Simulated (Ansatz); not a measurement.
TePb:

```
Pb Te
1.0
     4.00229    0.00000    0.00000
     0.00000    4.00229    0.00000
     0.00000    0.00000    4.00229
Pb Te
1 1
Direct
  0.99013 0.00854 0.00073
  0.49042 0.49686 0.50632
```

The cell comes from a database or a generator and needn't be the stable form of this composition.

The cell isn't the ideal one: atoms moved at random, drawn with an rms of 0.1 Å.

Base run:

```yaml
Program: Ansatz 0.2.0
Functional: LDA
Potentials_or_basis: Ansatz PAW
Cutoff: "420 eV (not typed: the program's choice for these potentials)"
k_mesh: 5 × 5 × 5
Occupations: fixed
Spin: no spin polarisation
```

Its results: band gap on the k mesh none (metal or under the smearing width); pressure -3.1 GPa; largest force 0.076 eV/Å.

Task: The run is repeated on the same cell with these changes: occupations from fixed to methfessel-paxton, width 0.1 eV. What comes out?

Result: Band gap on the k mesh none (metal or under the smearing width); pressure -4.3 GPa; largest force 0.027 eV/Å.

Caveats: the PAW data sets come from PBE, with cores solved anew for the run's functional, which leaves a small shift of forces and pressure.
